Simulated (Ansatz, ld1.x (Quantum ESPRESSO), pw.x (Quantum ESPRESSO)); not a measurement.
**Equation-of-state test of one TM potential (rubidium (Rb))**

Rb, norm-conserving Troullier–Martins (Kleinman–Bylander form), made with ld1.x (Quantum ESPRESSO) 7.5 (PBE, scalar-relativistic). Core [Kr], reference 5s1 5p0. Waves: 5s (bound): rc 3.02 bohr; 5p (bound, empty): rc 4.00 bohr; 4d channel at 0.15 Ry: rc 3.70 bohr. Local part: all-electron potential smoothed inside 2.90 bohr (lloc = -2). Core correction: Bessel-smoothed model core inside 3.20 bohr.

Crystal test: sc Rb in pw.x 7.5, no spin, 8³ k-points, Fermi–Dirac smearing 0.01 Ry, cutoffs 50/200 Ry. The lattice is a test structure that the element need not adopt, and mesh and smearing are coarse.

pw.x input:

```
&control
  calculation='scf', prefix='x', pseudo_dir='./', outdir='./tmp', tstress=.true., disk_io='low'
/
&system
  ibrav=0, nat=1, ntyp=1, ecutwfc=50, ecutrho=200, nbnd=7,
  occupations='smearing', smearing='fd', degauss=0.01
/
&electrons
  conv_thr=1e-09, mixing_beta=0.4, electron_maxstep=70
/
ATOMIC_SPECIES
Rb 1.0 Rb.UPF
CELL_PARAMETERS angstrom
  4.63383992 0.00000000 0.00000000
  0.00000000 4.63383992 0.00000000
  0.00000000 0.00000000 4.63383992
ATOMIC_POSITIONS crystal
Rb 0.0000 0.0000 0.0000
K_POINTS automatic
8 8 8 0 0 0
```

```bash
pw.x < Rb.scf.in > Rb.scf.out
```

Problem. How does the run end?

Solution. It converges; the pressure is -0.04 GPa against -0.00 GPa from all-electron LAPW. This is a poor potential for the solid. The logarithmic derivative shows an extra or strongly shifted pseudo pole above the reference energy (s near 0.93 Ry). The log shows:

```
     number of electrons       =         1.00
     number of Kohn-Sham states=            7
     kinetic-energy cutoff     =      50.0000  Ry
     charge density cutoff     =     200.0000  Ry
     scf convergence threshold =      1.0E-09
     Exchange-correlation= PBE
     number of k points=    35  Fermi-Dirac smearing, width (Ry)=  0.0100
     iteration #  1     ecut=    50.00 Ry     beta= 0.40
     total energy              =      -3.52186631 Ry
     estimated scf accuracy    <       0.00089404 Ry
     iteration #  2     ecut=    50.00 Ry     beta= 0.40
     total energy              =      -3.52184580 Ry
     estimated scf accuracy    <       0.00032547 Ry
     iteration #  3     ecut=    50.00 Ry     beta= 0.40
     total energy              =      -3.52185157 Ry
     estimated scf accuracy    <       0.00000020 Ry
     iteration #  4     ecut=    50.00 Ry     beta= 0.40
     c_bands:  1 eigenvalues not converged
     c_bands:  1 eigenvalues not converged
     total energy              =      -3.52185277 Ry
     estimated scf accuracy    <       0.00000009 Ry
     iteration #  5     ecut=    50.00 Ry     beta= 0.40
     total energy              =      -3.52185277 Ry
     estimated scf accuracy    <          7.8E-09 Ry
     iteration #  6     ecut=    50.00 Ry     beta= 0.40
     total energy              =      -3.52185277 Ry
     estimated scf accuracy    <          1.0E-09 Ry
     iteration #  7     ecut=    50.00 Ry     beta= 0.40
     the Fermi energy is    -0.5525 ev
!    total energy              =      -3.52185277 Ry
     estimated scf accuracy    <          9.8E-12 Ry
     smearing contrib. (-TS)   =      -0.00387016 Ry
     The total energy is F=E-TS. E is the sum of the following terms:
     one-electron contribution =       0.24613818 Ry
     hartree contribution      =       0.00096225 Ry
     xc contribution           =      -3.44106814 Ry
     ewald contribution        =      -0.32401490 Ry
     convergence has been achieved in   7 iterations
          total   stress  (Ry/bohr**3)                   (kbar)     P=       -0.44
```
